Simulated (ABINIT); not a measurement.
Here is an ABINIT 10.8.3 (patched build) calculation.

Contents of run.abi:

```
# Pseudopotentials
pp_dirpath "./"
pseudos "Hf.upf, B.upf"

# Structure
acell 3.14 3.14 3.48 Angstrom
rprim
     1.0000000000     0.0000000000     0.0000000000
    -0.5000000000     0.8660254038     0.0000000000
     0.0000000000     0.0000000000     1.0000000000
ntypat 2
znucl 72 5
natom 3
typat 1 2 2
xcart
     0.0000000000     0.0000000000     0.0000000000
     1.5700000002     0.9064399225     1.7400000000
    -0.0000000002     1.8128798454     1.7400000000 Angstrom

# Plane-wave basis
ecut 28.0

# k points
kptopt 1
ngkpt 8 8 6
nshiftk 1
shiftk 0.0 0.0 0.0

# Exchange and correlation
ixc 7

# Bands and occupations
nband 13
occopt 3
tsmear 0.05 eV

# SCF cycle
nstep 100
tolvrs 1.0e-10

# Output
iomode 3
prtwf 0
prtden 0
prteig 0
prtebands 0
```

Potentials or basis: PseudoDojo NC SR LDA v0.4.1 standard.

Run with:

```sh
$ mpirun --bind-to none -np 4 abinit run.abi > log 2>&1
```

(1) Predict the band gap on the k mesh.

## Answers

(1) none (metal or under the smearing width).
